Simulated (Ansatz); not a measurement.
TaN in Ansatz: the effect of functional

The system is TaN.

```xyz
6
Lattice="5.1960 0.0000 0.0000 -2.5980 4.4999 0.0000 0.0000 0.0000 2.9110" Properties=species:S:1:pos:R:3 pbc="T T T"
Ta    0.0000    2.9999    1.4555
Ta    2.5980    1.5000    1.4555
Ta    0.0000    0.0000    0.0000
N     2.0412    0.0000    0.0000
N     1.5774    2.7321    0.0000
N    -1.0206    1.7678    0.0000
```

Alike in all runs:

```yaml
Program: Ansatz 0.2.0
Task: projected density of states
Potentials_or_basis: Ansatz PAW
k_mesh: 6 × 6 × 9
Occupations: fermi-dirac, width 0.05 eV
Spin: no spin polarisation
```

| functional | cutoff | pressure (GPa) | largest force (eV/Å) |
| --- | --- | --- | --- |
| LDA | 420 eV (not typed: the program's choice for these potentials) | -10.0 | 0.05 |
| PBEsol | 420 eV (not typed: the program's choice for these potentials) | -3.8 | 0.02 |
| r2SCAN | 500 eV (not typed: the program's choice for these potentials) | ? | ? |

**Question.** What does the run with functional r2SCAN give?

**Answer.** Pressure 0.3 GPa; largest force 0.03 eV/Å.

Caveats: the PAW data sets come from PBE, with cores solved anew for the run's functional, which leaves a small shift of forces and pressure; the density of states is complete only up to the lowest level of the last band computed.
